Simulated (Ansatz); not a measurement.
# ZrO2 (Fm-3m): an equation of state far from equilibrium

An exercise on one series of results from a longer session: the logs are not shown, and one member is left open.

The COD entry's cell or inner coordinates are ideal or old and differ from later refinements, so a difference from it is no clean test against experiment.

Program: Ansatz 0.2.0. Level of theory: DFT PBEsol, scalar-relativistic, plane waves, PAW. These are calculated values, not measurements.

## The system as given

It takes space group Fm-3m (No. 225, cubic). Conventional cell: a = 5.064 Å, b = 5.064 Å, c = 5.064 Å, α = 90.00°, β = 90.00°, γ = 90.00°. Zr (site symmetry m-3m) is surrounded by 8 O at 2.19 Å. O (site symmetry -43m) is surrounded by 4 Zr at 2.19 Å.

As a file:

```xyz
3
Lattice="0.0000 2.5320 2.5320 2.5320 0.0000 2.5320 2.5320 2.5320 0.0000" Properties=species:S:1:pos:R:3 pbc="T T T"
Zr    0.0000    0.0000    0.0000
O     1.2660    1.2660    1.2660
O     3.7980    3.7980    3.7980
```

This cell comes from an earlier session at PBEsol: 10.822 Å³/atom at 0.00 GPa, on a 8×8×8 mesh.

Set-up of the first run:

input.yaml reads:

```yaml
crystal:
  lattice:
    - [0.0, 2.4978109687, 2.4978109687]
    - [2.4978109687, 0.0, 2.4978109687]
    - [2.4978109687, 2.4978109687, 0.0]
  atoms:
    - { symbol: Zr, position: [0.0, 0.0, 0.0] }
    - { symbol: O, position: [0.25, 0.25, 0.25] }
    - { symbol: O, position: [0.75, 0.75, 0.75] }
basis:
  ecutwfc: 420
  ecutrho_ratio: 4
kpoints:
  mp_grid: { grid: [8, 8, 8] }
hamiltonian:
  xc: pbesol
scf:
  occupations: { method: gaussian, width: 0.05 }
output:
  forces: true
  stress: true
  eigenvalues: true
```

Started as:

```sh
> ansatz run input.yaml --threads 1 --pin off --max-ram 2560MiB --backend cpu --events-out ev --progress --plain --runs-dir out
```

Steps of the session up to this table: Volume × 0.96; Volume × 1.04; Volume × 0.92; Volume × 0.88; Volume × 0.84; Volume × 0.8.

One of the session's tables, all rows but one given; the rest of the session is left out.

It belongs to the step «The curve». 

```
volume (Å³/atom)  energy above the lowest (meV/atom)  pressure (GPa)  gap on the mesh (eV)
           8.658                               504.3            90.4                  3.86
           9.091                                   ?               ?                     ?
           9.524                               154.5            42.5                  3.64
           9.956                                63.6            25.3                  3.54
          10.389                                14.7            11.3                  3.43
          10.822                                 0.0             0.0                  3.33
          11.255                                12.8            -9.2                  3.22
```

Q: Estimate the row for volume (Å³/atom) = 9.091 from the others.

Worked estimate for «energy above the lowest (meV/atom)». A straight line through the neighbours (8.658, 504.3) and (9.524, 154.5) gives 504.3 + (154.5 − 504.3) × (9.091 − 8.658) / (9.524 − 8.658) = 329.4; a parabola fitted to 3 rows on both sides gives 301.4.

The run gave: energy above the lowest (meV/atom): 297.2; pressure (GPa): 63.9; gap on the mesh (eV): 3.75. In «energy above the lowest (meV/atom)» the line misses by +32.2 and the parabola by +4.2.

Limits of these values: Other structures may be lower in enthalpy at these pressures.
